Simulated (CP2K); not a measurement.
**BN under changes of volume**

One of the cells (6.078 Å³/atom); the others are scaled copies at fixed shape and fractional positions:

```
N B
1.0
     2.58095    0.00000    0.00000
     1.29048    2.23517    0.00000
     1.29048    0.74506    2.10734
N B
1 1
Cartesian
  1.2905 0.7451 0.5268
  0.0000 0.0000 0.0000
```

The cell is a database's computed one.

| Quantity | Value |
| --- | --- |
| Program | CP2K 2026.2 |
| Functional | LDA |
| Potentials or basis | GTH_POTENTIALS N GTH-PADE-q5, B GTH-PADE-q3; TZVP-MOLOPT-PBE-GTH basis |
| Density cutoff | 6123 eV |
| k mesh | 13 × 13 × 13 |
| Occupations | fermi-dirac, width 0.0259 eV |
| Spin | no spin polarisation |

| volume (Å³/atom) | energy over the lowest point (meV/atom) | pressure (GPa) | gap on the mesh (eV) |
| --- | --- | --- | --- |
| 5.602 | 4.78 | 10.5 | 4.54 |
| 5.721 | 0.00 | 1.6 | 4.51 |
| 6.078 | 21.66 | -20.1 | 4.42 |
| 6.198 | ? | ? | ? |
| 6.317 | 60.25 | -31.5 | 4.37 |

Q: What does the run at 6.198 Å³/atom give?

A: Energy over the lowest point 38.83 meV/atom; pressure -26.1 GPa; gap on the mesh 4.39 eV.

Worked out: A Birch-Murnaghan fit of order 2 (a polynomial in V^(-2/3)) to the other rows has its minimum at 5.75 Å³/atom with B0 = V·E''(V) = 401 GPa. It gives 38.91 meV/atom at 6.198 Å³/atom, against the run's 38.83, and -dE/dV = -26.0 GPa, against -26.1. A straight line through the other rows of the gap, of slope -1.43 eV per unit of ln V, gives 4.40 eV, against the run's 4.39.

Energies are extrapolated to zero smearing.

Caveats: an odd mesh through Γ misses points on the zone boundary, where band edges often lie; the basis of atomic orbitals isn't converged, which shifts pressures, moduli and gaps.
